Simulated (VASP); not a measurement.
# Si (Fd-3m) in VASP: notebook

The runs below take Si through single point, with PBE.

Program: VASP 6.6.1. These are calculated values, not measurements. Logs are shortened: lines on timing, memory, paths and dates and some standing lists are left out, and cuts for length are marked.

**1. The undisturbed crystal**

Symmetry: Fd-3m, No. 227, cubic system. The conventional cell has a = 5.444 Å, b = 5.444 Å, c = 5.444 Å, α = 90.00°, β = 90.00°, γ = 90.00°. Si (site symmetry -43m) is surrounded by 4 Si at 2.36 Å.

**2. Single point, PBE (grid = ENCUT=300 dk=0.45 cell=2x2x2 ISMEAR=0 SIGMA=0.05 LREAL=Auto EDIFF=1e-06)**

INCAR reads:

```
SYSTEM = Si
ALGO = Fast
EDIFF = 1E-6
ENCUT = 300
GGA = PE
ISIF = 2
ISMEAR = 0
LASPH = .True.
LCHARG = .False.
LREAL = Auto
LWAVE = .False.
NBANDS = 40
NELM = 120
PREC = Accurate
SIGMA = 0.05
```

KPOINTS reads:

```
k-points
0
Gamma
  3 3 3
  0 0 0
```

POSCAR reads:

```
Si
1.0
    0.0000000000      5.4437023730      5.4437023730
    5.4437023730      0.0000000000      5.4437023730
    5.4437023730      5.4437023730      0.0000000000
Si
16
Direct
    0.2500000000      0.2500000000      0.2500000000
    0.2500000000      0.2500000000      0.7500000000
    0.2500000000      0.7500000000      0.2500000000
    0.2500000000      0.7500000000      0.7500000000
    0.7500000000      0.2500000000      0.2500000000
    0.7500000000      0.2500000000      0.7500000000
    0.7500000000      0.7500000000      0.2500000000
    0.7500000000      0.7500000000      0.7500000000
    0.3750000000      0.3750000000      0.3750000000
    0.3750000000      0.3750000000      0.8750000000
    0.3750000000      0.8750000000      0.3750000000
    0.3750000000      0.8750000000      0.8750000000
    0.8750000000      0.3750000000      0.3750000000
    0.8750000000      0.3750000000      0.8750000000
    0.8750000000      0.8750000000      0.3750000000
    0.8750000000      0.8750000000      0.8750000000
```

Potentials or basis: VASP PAW PBE potentials, release 64 (Si).

Launch:

```sh
> cat potpaw_PBE.64/Si/POTCAR > POTCAR
> mpirun -np 1 vasp_std > vasp.out
```

OUTCAR:

```text
SYSTEM = Si
   EDIFF = 1E-6
   ENCUT = 300
   GGA = PE
   ISIF = 2
   ISMEAR = 0
   LASPH = .True.
   LREAL = Auto
   NELM = 120
   PREC = Accurate

 Found      4 irreducible k-points:

 Following reciprocal coordinates:
            Coordinates               Weight
  0.000000  0.000000  0.000000      1.000000
  0.333333  0.000000  0.000000      8.000000
  0.333333  0.333333  0.000000      6.000000
 -0.333333  0.333333  0.000000     12.000000
   k-points           NKPTS =      4   k-points in BZ     NKDIM =      4   number of bands    NBANDS=     40
   number of dos      NEDOS =    301   number of ions     NIONS =     16
   total plane-waves  NPLWV = 110592
   dimension x,y,z NGX =    48 NGY =   48 NGZ =   48
   dimension x,y,z NGXF=    96 NGYF=   96 NGZF=   96
   ions per type =              16
   NGX,Y,Z   is equivalent  to a cutoff of  10.37, 10.37, 10.37 a.u.
   NGXF,Y,Z  is equivalent  to a cutoff of  20.73, 20.73, 20.73 a.u.
 SYSTEM =  Si
   PREC   = accura    normal or accurate (medium, high low for compatibility)
   ISTART =      0    job   : 0-new  1-cont  2-samecut
   ICHARG =      2    charge: 1-file 2-atom 10-const
   ISPIN  =      1    spin polarized calculation?
   LNONCOLLINEAR =      F non collinear calculations
   LSORBIT =      F    spin-orbit coupling
   LASPH  =      T    aspherical Exc in radial PAW
   ENCUT  =  300.0 eV  22.05 Ry    4.70 a.u.  10.87 10.87 10.87*2*pi/ulx,y,z
   NELM   =    120;   NELMIN=  2; NELMDL= -5     # of ELM steps
   EDIFF  = 0.1E-05   stopping-criterion for ELM
   LREAL  =      T    real-space projection
   EDIFFG = 0.1E-04   stopping-criterion for IOM
   NSW    =      0    number of steps for IOM
   IBRION =     -1    ionic relax: 0-MD 1-quasi-New 2-CG
   NFREE  =      0    steps in history (QN), initial steepest desc. (CG)
   ISIF   =      2    stress and relaxation
   ISYM   =      2    0-nonsym 1-usesym 2-fastsym
   POTIM  = 0.5000    time-step for ionic-motion
   TEBEG  =    0.0;   TEEND  =   0.0 temperature during run
   PSTRESS=    0.0 pullay stress
   NELECT =      64.0000    total number of electrons
   NUPDOWN=      -1.0000    fix difference up-down
   EMIN   =  10.00;   EMAX   =-10.00  energy-range for DOS
   EFERMI =   0.00;   METHOD = LEGACY
   ISMEAR =     0;   SIGMA  =   0.05  broadening in eV -4-tet -1-fermi 0-gaus
   EFERMI_NEDOS =   21; number of points for ismear=-14 and -15
   IALGO  =     68    algorithm
   IMIX   =      4    mixing-type and parameters
     AMIX     =   0.40;   BMIX     =  1.00
     AMIX_MAG =   1.60;   BMIX_MAG =  1.00
  volume/ion in A,a.u.               =      20.16       136.08
  Fermi-wavevector in a.u.,A,eV,Ry     =   0.954766  1.804247 12.402783  0.911579
  Thomas-Fermi vector in A             =   2.083543
   LORBIT       =      0    0 simple, 1 ext, 2 COOP (PROOUT), +10 PAW based schemes
   GGA     = PE    functional components
   LHFCALC =     F    Hartree Fock is set to
   AEXX    =    0.0000 exact exchange contribution
   IVDW    =     0    specifies the selected vdW correction
   LEPSILON=     F    determine dielectric tensor
   LRPA    =     F    only Hartree local field effects (RPA)
 non-spin polarized calculation
 RMM-DIIS sequential band-by-band and
 Gauss-broadening in eV      SIGMA  =   0.05
  energy-cutoff  :      300.00
  volume of cell :      322.64
 maximum number of plane-waves:      3839
 NGX is ok and might be reduce to    48
   NGX = 21   NGY = 21   NGZ = 21

 number of electron      63.9999991 magnetization

 Free energy of the ion-electron system (eV)
  ---------------------------------------------------
  ext. energy  EPLUGINS =         0.00000000
  ---------------------------------------------------
  free energy    TOTEN  =       -86.54838059 eV

  energy without entropy =      -86.54838059  energy(sigma->0) =      -86.54838059

 E-fermi :   6.0188     XC(G=0):  -9.3767

 val. band max:        5.7626745029   @ k =   0.0000   0.0000   0.0000
 cond. band min:       6.4876580840   @ k =   0.0000   0.0000   0.0000
 fundamental gap:      0.7249835811
 Fermi energy:         6.0188243168

 k-point     1 :       0.0000    0.0000    0.0000
  band No.  band energies     occupation
      1      -6.1486      2.00000
      2      -3.8344      2.00000
      3      -3.8344      2.00000
      4      -3.8344      2.00000
      5      -3.8344      2.00000
      6      -2.0292      2.00000
[... 32 lines left out ...]
     39       7.2793      0.00000
     40       7.2793      0.00000

 k-point     2 :       0.3333    0.0000    0.0000
  band No.  band energies     occupation
      1      -5.7894      2.00000
      2      -4.7805      2.00000
      3      -3.6749      2.00000
      4      -3.6749      2.00000
      5      -3.6749      2.00000
      6      -3.0996      2.00000
[... 32 lines left out ...]
     39       7.8071      0.00000
     40       8.0948      0.00000

 k-point     3 :       0.3333    0.3333    0.0000
  band No.  band energies     occupation
      1      -5.6672      2.00000
      2      -4.2555      2.00000
      3      -4.0565      2.00000
      4      -4.0565      2.00000
      5      -4.0565      2.00000
      6      -4.0565      2.00000
[... 32 lines left out ...]
     39       8.2116      0.00000
     40       8.5149      0.00000

 k-point     4 :      -0.3333    0.3333    0.0000
  band No.  band energies     occupation
      1      -5.2048      2.00000
      2      -4.8570      2.00000
      3      -4.8570      2.00000
      4      -3.8734      2.00000
      5      -3.8734      2.00000
      6      -2.9065      2.00000
[... 32 lines left out ...]
     39       9.1353      0.00000
     40       9.1863      0.00000

------------------------ aborting loop because EDIFF is reached ----------------------------------------

  FORCE on cell =-STRESS in cart. coord.  units (eV):
  Direction    XX          YY          ZZ          XY          YZ          ZX
  --------------------------------------------------------------------------------------
  -------------------------------------------------------------------------------------
  Total        2.4324208      2.4324208      2.4324208     -0.0000000      0.0000000     -0.0000000
  in kB       12.0791443     12.0791443     12.0791443     -0.0000000      0.0000000     -0.0000000
  external PRESSURE =      12.0791443 kB  Pullay stress =       0.0000000 kB

 VOLUME and BASIS-vectors are now :
 -----------------------------------------------------------------------------
  energy-cutoff  :      300.00
  volume of cell :      322.64
      direct lattice vectors                 reciprocal lattice vectors
     0.000000000  5.443702373  5.443702373    -0.091849254  0.091849254  0.091849254
     5.443702373  0.000000000  5.443702373     0.091849254 -0.091849254  0.091849254
     5.443702373  5.443702373  0.000000000     0.091849254  0.091849254 -0.091849254

 POSITION                                       TOTAL-FORCE (eV/Angst)
 -----------------------------------------------------------------------------------
      2.72185      2.72185      2.72185        -0.000000     -0.000000      0.000000
      5.44370      5.44370      2.72185         0.000000     -0.000000      0.000000
      5.44370      2.72185      5.44370        -0.000000     -0.000000      0.000000
      8.16555      5.44370      5.44370         0.000000     -0.000000      0.000000
      2.72185      5.44370      5.44370         0.000000     -0.000000      0.000000
      5.44370      8.16555      5.44370         0.000000     -0.000000      0.000000
[... 8 lines left out ...]
      6.80463      6.80463      9.52648         0.000000      0.000000     -0.000000
      9.52648      9.52648      9.52648         0.000000      0.000000     -0.000000
 -----------------------------------------------------------------------------------
    total drift:                               -0.000000     -0.000000     -0.000000

  FREE ENERGIE OF THE ION-ELECTRON SYSTEM (eV)
  ---------------------------------------------------
  free  energy   TOTEN  =       -86.5483805866 eV

  energy  without entropy=      -86.5483805866  energy(sigma->0) =      -86.54838059
```

It took 49 s on 1 thread of Intel Xeon Platinum 8375C at 2.90GHz (Ice Lake), shared host; peak memory 0.3 GiB.

These settings aren't checked as converged: the numbers below hold their error.

What came out:

```yaml
Free_energy: -86.5484 eV
Pressure: 1.2 GPa
Band_gap_on_the_k_mesh: 0.73 eV
```

Caveat: the cutoff is under 1.25 times the usual one of these potentials, so pressure, stress and relaxed cells hold a basis-set (Pulay) error; an odd mesh through Γ misses points on the zone boundary, where band edges often lie.

**3. Single point, PBE (grid = ENCUT=350 dk=0.45 cell=2x2x2 ISMEAR=0 SIGMA=0.05 LREAL=Auto EDIFF=1e-06)**

Edit INCAR of step 2 so:

```diff
@@ -3,3 +3,3 @@
 EDIFF = 1E-6
-ENCUT = 300
+ENCUT = 350
 GGA = PE
```

KPOINTS is that of step 2.

POSCAR is that of step 2.

Potentials or basis: VASP PAW PBE potentials, release 64 (Si).

Launch:

```sh
> cat potpaw_PBE.64/Si/POTCAR > POTCAR
> mpirun -np 1 vasp_std > vasp.out
```

Wall time 46 s (1 thread of Intel Xeon Platinum 8375C at 2.90GHz (Ice Lake), shared host); peak memory 0.3 GiB.

The run converged, but some of its settings lie outside the range that counts as converged, so its numbers aren't taken as properties of the crystal.

Results:

| Item | Value |
| --- | --- |
| Free energy | -86.5808 eV |
| Pressure | 1.3 GPa |
| Band gap on the k mesh | 0.72 eV |

Caveat: an odd mesh through Γ misses points on the zone boundary, where band edges often lie.

**4. The reference run**

An earlier run on the cell as given: functional PBE; potentials or basis VASP PAW PBE potentials, release 64 (Si); cutoff 520 eV; k mesh 8 × 8 × 8; occupations fermi-dirac, width 0.05 eV; no spin polarisation.

* Pressure: 1.3 GPa
* Band gap on the k mesh: 0.63 eV, indirect (least direct gap 2.56 eV)
